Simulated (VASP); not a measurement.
# ZnS (Wurtzite-2H) (P6_3mc) in VASP: notebook

One crystal, ZnS (Wurtzite-2H), is run at these levels: PBE+D3, PBE+D3(BJ), PBE+D4, PBE+rVV10, PBE+TS; tasks: relaxation of cell and atoms.

Program: VASP 6.6.1. These are calculated values, not measurements. Logs are shortened: lines on timing, memory, paths and dates and some standing lists are left out, and cuts for length are marked.

## 1. The crystal as given

The structure is hexagonal, space group P6_3mc (No. 186). The conventional cell has a = 3.811 Å, b = 3.811 Å, c = 6.234 Å, α = 90.00°, β = 90.00°, γ = 120.00°. Zn (site symmetry 3m) is surrounded by 4 S at 2.31 to 2.40 Å. S (site symmetry 3m) is surrounded by 4 Zn at 2.31 to 2.40 Å.

## 2. Relaxation of cell and atoms, PBE+D3

Contents of INCAR:

```
SYSTEM = ZnS
ALGO     = Normal         ! electronic algorithm
EDIFF    = 1E-6           ! SCF threshold, eV
EDIFFG   = -0.005         ! ionic threshold
ENCUT    = 600            ! plane-wave cutoff, eV
GGA      = PE             ! functional
IBRION   = 2              ! ionic algorithm
ISIF     = 3              ! what is computed and relaxed
ISMEAR   = -1             ! smearing method
IVDW     = 11             ! dispersion correction
LASPH    = .TRUE.         ! aspherical terms in the spheres
LCHARG   = .FALSE.        ! write CHGCAR
LREAL    = .FALSE.        ! projectors in reciprocal space
LWAVE    = .FALSE.        ! write WAVECAR
NELM     = 80             ! most SCF steps
NSW      = 60             ! ionic steps
PREC     = Accurate       ! precision mode
SIGMA    = 0.05           ! smearing width, eV
```

Contents of KPOINTS:

```
k-points
0
G
  8 8 5
  0 0 0
```

Contents of POSCAR:

```
ZnS
1.0
    3.8110000000      0.0000000000      0.0000000000
   -1.9055000000      3.3004228138      0.0000000000
    0.0000000000      0.0000000000      6.2340000000
Zn S
2 2
Direct
    0.6666666667      0.3333333333      0.5000000000
    0.3333333333      0.6666666667      0.0000000000
    0.6666666667      0.3333333333      0.8850000000
    0.3333333333      0.6666666667      0.3850000000
```

Potentials or basis: VASP PAW PBE potentials, release 64 (Zn, S).

The run is started by

```bash
cat potpaw_PBE.64/Zn/POTCAR potpaw_PBE.64/S/POTCAR > POTCAR
mpirun -np 1 vasp_std > vasp.out
```

OUTCAR:

```text
SYSTEM = ZnS
   EDIFF = 1E-6
   EDIFFG = -0.005
   ENCUT = 600
   GGA = PE
   IBRION = 2
   ISIF = 3
   ISMEAR = -1
   IVDW = 11
   LASPH = .TRUE.
   LREAL = .FALSE.
   NELM = 80
   NSW = 60
   PREC = Accurate
 IVDW          = 11

 ion  position               nearest neighbor table
   1  0.667  0.333  0.500-   4 2.31   4 2.31   4 2.31   3 2.40
   2  0.333  0.667  0.000-   3 2.31   3 2.31   3 2.31   4 2.40
   3  0.667  0.333  0.885-   2 2.31   2 2.31   2 2.31   1 2.40
   4  0.333  0.667  0.385-   1 2.31   1 2.31   1 2.31   2 2.40

  LATTYP: Found a hexagonal cell.
 ALAT       =     3.8110000000
 C/A-ratio  =     1.6357911309

  Lattice vectors:

 A1 = (   3.8110000000,   0.0000000000,   0.0000000000)
 A2 = (  -1.9055000000,   3.3004228138,   0.0000000000)
 A3 = (   0.0000000000,   0.0000000000,   6.2340000000)

Analysis of symmetry for initial positions (statically):
=====================================================================
 Subroutine PRICEL returns:
 Original cell was already a primitive cell.

 Routine SETGRP: Setting up the symmetry group for a
 hexagonal supercell.

 Subroutine GETGRP returns: Found 12 space group operations
 (whereof  6 operations were pure point group operations)
 out of a pool of 24 trial point group operations.

The static configuration has the point symmetry C_3v.
 The point group associated with its full space group is C_6v.

Analysis of symmetry for dynamics (positions and initial velocities):
=====================================================================
 Subroutine PRICEL returns:
 Original cell was already a primitive cell.

 Routine SETGRP: Setting up the symmetry group for a
 hexagonal supercell.

 Subroutine GETGRP returns: Found 12 space group operations
 (whereof  6 operations were pure point group operations)
 out of a pool of 24 trial point group operations.

The dynamic configuration has the point symmetry C_3v.
 The point group associated with its full space group is C_6v.

 Subroutine INISYM returns: Found 12 space group operations
 (whereof  6 operations are pure point group operations),
 and found     1 'primitive' translations

----------------------------------------------------------------------------------------

                                     Primitive cell

  volume of cell :      78.4107

  direct lattice vectors                    reciprocal lattice vectors
     3.811000000  0.000000000  0.000000000     0.262398321  0.151495741  0.000000000
    -1.905500000  3.300422814  0.000000000     0.000000000  0.302991482  0.000000000
     0.000000000  0.000000000  6.234000000     0.000000000  0.000000000  0.160410651

  length of vectors
     3.811000000  3.811000000  6.234000000     0.302991482  0.302991482  0.160410651

  position of ions in fractional coordinates (direct lattice)
     0.666666667  0.333333333  0.500000000
     0.333333333  0.666666667  0.000000000
     0.666666667  0.333333333  0.885000000
     0.333333333  0.666666667  0.385000000

  ion indices of the primitive-cell ions
   primitive index   ion index
                 1           1
                 2           2
                 3           3
                 4           4

----------------------------------------------------------------------------------------

 KPOINTS: k-points

Automatic generation of k-mesh.
 Grid dimensions read from file:
 generate k-points for:    8    8    5

 Generating k-lattice:

  Cartesian coordinates                     Fractional coordinates (reciprocal lattice)
     0.032799790  0.018936968  0.000000000     0.125000000  0.000000000  0.000000000
     0.000000000  0.037873935  0.000000000     0.000000000  0.125000000  0.000000000
     0.000000000  0.000000000  0.032082130     0.000000000  0.000000000  0.200000000

  Length of vectors
     0.037873935  0.037873935  0.032082130

  Shift w.r.t. Gamma in fractional coordinates (k-lattice)
     0.000000000  0.000000000  0.000000000

 Subroutine IBZKPT returns following result:
 ===========================================

 Found     30 irreducible k-points:

 Following reciprocal coordinates:
            Coordinates               Weight
  0.000000  0.000000  0.000000      1.000000
  0.125000  0.000000  0.000000      6.000000
  0.250000  0.000000  0.000000      6.000000
  0.375000  0.000000  0.000000      6.000000
  0.500000  0.000000  0.000000      3.000000
  0.125000  0.125000  0.000000      6.000000
[... 16 lines left out ...]
  0.250000  0.000000  0.400000     12.000000
  0.375000  0.000000  0.400000     12.000000
 [... further k-points ...]
   k-points           NKPTS =     30   k-points in BZ     NKDIM =     30   number of bands    NBANDS=     22
   number of dos      NEDOS =    301   number of ions     NIONS =      4
   total plane-waves  NPLWV =  45000
   dimension x,y,z NGX =    30 NGY =   30 NGZ =   50
   dimension x,y,z NGXF=    60 NGYF=   60 NGZF=  100
   ions per type =               2   2
   NGX,Y,Z   is equivalent  to a cutoff of  13.09, 13.09, 13.33 a.u.
   NGXF,Y,Z  is equivalent  to a cutoff of  26.17, 26.17, 26.67 a.u.
 SYSTEM =  ZnS
   PREC   = accura    normal or accurate (medium, high low for compatibility)
   ISTART =      0    job   : 0-new  1-cont  2-samecut
   ICHARG =      2    charge: 1-file 2-atom 10-const
   ISPIN  =      1    spin polarized calculation?
   LNONCOLLINEAR =      F non collinear calculations
   LSORBIT =      F    spin-orbit coupling
   LASPH  =      T    aspherical Exc in radial PAW
   ENCUT  =  600.0 eV  44.10 Ry    6.64 a.u.   7.61  7.61 12.45*2*pi/ulx,y,z
   NELM   =     80;   NELMIN=  2; NELMDL= -5     # of ELM steps
   EDIFF  = 0.1E-05   stopping-criterion for ELM
   LREAL  =      F    real-space projection
   EDIFFG = -.5E-02   stopping-criterion for IOM
   NSW    =     60    number of steps for IOM
   IBRION =      2    ionic relax: 0-MD 1-quasi-New 2-CG
   NFREE  =      1    steps in history (QN), initial steepest desc. (CG)
   ISIF   =      3    stress and relaxation
   ISYM   =      2    0-nonsym 1-usesym 2-fastsym
   POTIM  = 0.5000    time-step for ionic-motion
   TEBEG  =    0.0;   TEEND  =   0.0 temperature during run
   PSTRESS=    0.0 pullay stress
   NELECT =      36.0000    total number of electrons
   NUPDOWN=      -1.0000    fix difference up-down
   EMIN   =  10.00;   EMAX   =-10.00  energy-range for DOS
   EFERMI =   0.00;   METHOD = LEGACY
   ISMEAR =    -1;   SIGMA  =   0.05  broadening in eV -4-tet -1-fermi 0-gaus
   EFERMI_NEDOS =   21; number of points for ismear=-14 and -15
   IALGO  =     38    algorithm
   IMIX   =      4    mixing-type and parameters
     AMIX     =   0.40;   BMIX     =  1.00
     AMIX_MAG =   1.60;   BMIX_MAG =  1.00
  volume/ion in A,a.u.               =      19.60       132.29
  Fermi-wavevector in a.u.,A,eV,Ry     =   1.262943  2.386617 21.701647  1.595026
  Thomas-Fermi vector in A             =   2.396326
   LORBIT       =      0    0 simple, 1 ext, 2 COOP (PROOUT), +10 PAW based schemes
   GGA     = PE    functional components
   LHFCALC =     F    Hartree Fock is set to
   AEXX    =    0.0000 exact exchange contribution
   IVDW    =    11    specifies the selected vdW correction
   LEPSILON=     F    determine dielectric tensor
   LRPA    =     F    only Hartree local field effects (RPA)
 conjugate gradient relaxation of ions
 non-spin polarized calculation
  energy-cutoff  :      600.00
  volume of cell :       78.41
 maximum number of plane-waves:      2643
   NGX = 15   NGY = 15   NGZ = 25

--------------------------------------- Ionic step        1  -------------------------------------------

 number of electron      36.0000045 magnetization

 Free energy of the ion-electron system (eV)
  ---------------------------------------------------
  ext. energy  EPLUGINS =         0.00000000
  ---------------------------------------------------
  free energy    TOTEN  =       -13.65396175 eV

  energy without entropy =      -13.65396175  energy(sigma->0) =      -13.65396175

------------------------ aborting loop because EDIFF is reached ----------------------------------------

 Edisp (eV)   -1.07805

 E8    (eV) :    -0.6359

  FORCE on cell =-STRESS in cart. coord.  units (eV):
  Direction    XX          YY          ZZ          XY          YZ          ZX
  --------------------------------------------------------------------------------------
  -------------------------------------------------------------------------------------
  Total       0.28128     0.28128    -0.73101     0.00000     0.00000     0.00000
  in kB       5.74751     5.74751   -14.93675     0.00000     0.00000     0.00000
  external pressure =       -1.15 kB  Pullay stress =        0.00 kB

 VOLUME and BASIS-vectors are now :
 -----------------------------------------------------------------------------
  energy-cutoff  :      600.00
  volume of cell :       78.41
      direct lattice vectors                 reciprocal lattice vectors
     3.811000000  0.000000000  0.000000000     0.262398321  0.151495741  0.000000000
    -1.905500000  3.300422814  0.000000000     0.000000000  0.302991482  0.000000000
     0.000000000  0.000000000  6.234000000     0.000000000  0.000000000  0.160410651
[... 295 lines left out ...]
 POSITION                                       TOTAL-FORCE (eV/Angst)
 -----------------------------------------------------------------------------------
      1.90177      1.09799      3.15368         0.000000     -0.000000      0.000509
     -0.00000      2.19597      0.03350        -0.000000      0.000000      0.000509
      1.90177      1.09799      5.48922        -0.000000      0.000000     -0.000509
     -0.00000      2.19597      2.36904         0.000000     -0.000000     -0.000509
 -----------------------------------------------------------------------------------
    total drift:                               -0.000000     -0.000000      0.000797

  FREE ENERGIE OF THE ION-ELECTRON SYSTEM (eV)
  ---------------------------------------------------
  free  energy   TOTEN  =       -14.7535638617 eV

  energy  without entropy=      -14.7535638617  energy(sigma->0) =      -14.75356386

--------------------------------------- Ionic step        9  -------------------------------------------

 number of electron      36.0000004 magnetization

 Free energy of the ion-electron system (eV)
  ---------------------------------------------------
  ext. energy  EPLUGINS =         0.00000000
  ---------------------------------------------------
  free energy    TOTEN  =       -13.67195097 eV

  energy without entropy =      -13.67195097  energy(sigma->0) =      -13.67195097

 E-fermi :   3.2152     XC(G=0):  -9.6683

 val. band max:        2.2140054925   @ k =   0.0000   0.0000   0.0000
 cond. band min:       4.4408776794   @ k =   0.0000   0.0000   0.0000
 fundamental gap:      2.2268721870
 Fermi energy:         3.2152045169

 k-point     1 :       0.0000    0.0000    0.0000
  band No.  band energies     occupation
      1     -11.0185      2.00000
      2     -10.0707      2.00000
      3      -4.1700      2.00000
      4      -4.1551      2.00000
      5      -4.1551      2.00000
      6      -4.0715      2.00000
[... 14 lines left out ...]
     21       8.5220      0.00000
     22       8.5220      0.00000
[... 552 lines left out ...]
  band No.  band energies     occupation
      1     -10.1003      2.00000
      2      -9.9419      2.00000
      3      -4.1782      2.00000
      4      -4.1366      2.00000
      5      -4.0014      2.00000
      6      -3.9467      2.00000
[... 14 lines left out ...]
     21       7.5362      0.00000
     22       7.9902      0.00000

 [... further k-points ...]

------------------------ aborting loop because EDIFF is reached ----------------------------------------

 Edisp (eV)   -1.08162

 E8    (eV) :    -0.6382

  FORCE on cell =-STRESS in cart. coord.  units (eV):
  Direction    XX          YY          ZZ          XY          YZ          ZX
  --------------------------------------------------------------------------------------
  -------------------------------------------------------------------------------------
  Total      -0.01886    -0.01886    -0.01415     0.00000     0.00000     0.00000
  in kB      -0.38658    -0.38658    -0.29004     0.00000     0.00000     0.00000
  external pressure =       -0.35 kB  Pullay stress =        0.00 kB

 VOLUME and BASIS-vectors are now :
 -----------------------------------------------------------------------------
  energy-cutoff  :      600.00
  volume of cell :       78.17
      direct lattice vectors                 reciprocal lattice vectors
     3.803411239  0.000000000  0.000000000     0.262921871  0.151798013  0.000000000
    -1.901705619  3.293850754  0.000000000     0.000000000  0.303596026  0.000000000
     0.000000000  0.000000000  6.239598811     0.000000000 -0.000000000  0.160266714

 POSITION                                       TOTAL-FORCE (eV/Angst)
 -----------------------------------------------------------------------------------
      1.90171      1.09795      3.15329        -0.000000      0.000000      0.000153
     -0.00000      2.19590      0.03349        -0.000000     -0.000000      0.000153
      1.90171      1.09795      5.48855        -0.000000      0.000000     -0.000153
     -0.00000      2.19590      2.36875         0.000000     -0.000000     -0.000153
 -----------------------------------------------------------------------------------
    total drift:                               -0.000000     -0.000000      0.000040

  FREE ENERGIE OF THE ION-ELECTRON SYSTEM (eV)
  ---------------------------------------------------
  free  energy   TOTEN  =       -14.7535683649 eV

  energy  without entropy=      -14.7535683648  energy(sigma->0) =      -14.75356836

 reached required accuracy - stopping structural energy minimisation
```

It took 4 min on 1 thread of Intel Xeon Platinum 8488C (Sapphire Rapids), shared host; peak memory 0.24 GiB.

Results:

- Free energy: -14.7536 eV
- Relaxed volume: 19.54 Å³/atom
- Relaxed cell: a = 3.803 Å, b = 3.803 Å, c = 6.240 Å, α = 90.00°, β = 90.00°, γ = 120.00°
- Space group after relaxing (to 0.05 Å): P6_3mc (No. 186)
- Energy gained by relaxing: 5.4 meV/atom
- Ionic steps: 9
- Pressure after relaxing: 0.0 GPa
- Band gap on the k mesh: 2.23 eV, direct
- Dispersion energy per atom: -0.270 eV

The path:
```csv
step,energy change (eV),largest force (eV/Å),pressure (GPa),volume (Å³)
1,0.0000,0.3185,-0.11,78.41
2,-0.0159,0.1005,-0.11,78.25
3,-0.0161,0.0698,-0.06,78.23
4,-0.0191,0.0423,0.06,78.12
5,-0.0213,0.0098,0.25,77.91
6,-0.0214,0.0071,-0.35,78.37
7,-0.0216,0.0005,0.06,78.15
8,-0.0216,0.0005,-0.06,78.18
9,-0.0216,0.0002,-0.04,78.17
```

Final structure:
```
Zn S
1.0
     3.80341    0.00000    0.00000
    -1.90171    3.29385    0.00000
     0.00000    0.00000    6.23960
Zn S
2 2
Cartesian
  1.9017 1.0980 3.1533
  0.0000 2.1959 0.0335
  1.9017 1.0980 5.4886
  0.0000 2.1959 2.3688
```

[end of part 1 of 3]
